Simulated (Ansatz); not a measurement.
# Sn: the cost of one run

Program: Ansatz 0.2.0. Level of theory: DFT PBE, scalar-relativistic, plane waves, PAW. These are calculated values, not measurements.

### Step 1. Starting point

Symmetry: Im-3m, No. 229, cubic system. Conventional cell: a = 3.789 Å, b = 3.789 Å, c = 3.789 Å, α = 90.00°, β = 90.00°, γ = 90.00°. Sn (site symmetry m-3m) is surrounded by 8 Sn at 3.28 Å.

Structure file:

```
Sn
1.0
    -1.89465    1.89465    1.89465
     1.89465   -1.89465    1.89465
     1.89465    1.89465   -1.89465
Sn
1
Direct
  0.00000 0.00000 0.00000
```

The structure comes from the Materials Project (structure only).

### Step 2. A random distortion, cell strained

What differs from the listed cell: strain xx, yy, zz, yz, xz, xy = -1.0, +0.6, -0.4, +0.0, -0.1, -1.0 %.

input.yaml

```yaml
crystal:
  lattice:
    - [-1.8956559847, 1.9245115319, 1.8879826448]
    - [1.8927761139, -1.9244357458, 1.885026988]
    - [1.8577629483, 1.8865427094, -1.8879068587]
  atoms:
    - { symbol: Sn, position: [0.0, 0.0, 0.0] }
basis:
  ecutwfc: 420
kpoints:
  mp_grid: { grid: [14, 14, 14] }
hamiltonian:
  xc: pbe
scf:
  occupations: { method: gaussian, width: 0.1 }
output:
  forces: true
  stress: true
  eigenvalues: true
```

Run with:

```console
$ ansatz run input.yaml --threads 1 --pin off --max-ram 1331MiB --backend cpu --events-out ev --progress --plain --runs-dir out
```

**Question.** How long does this run take on 1 thread of an x86-64 CPU, shared host, and how much memory does it need?

About 53 s, with a peak of 0.66 GiB.
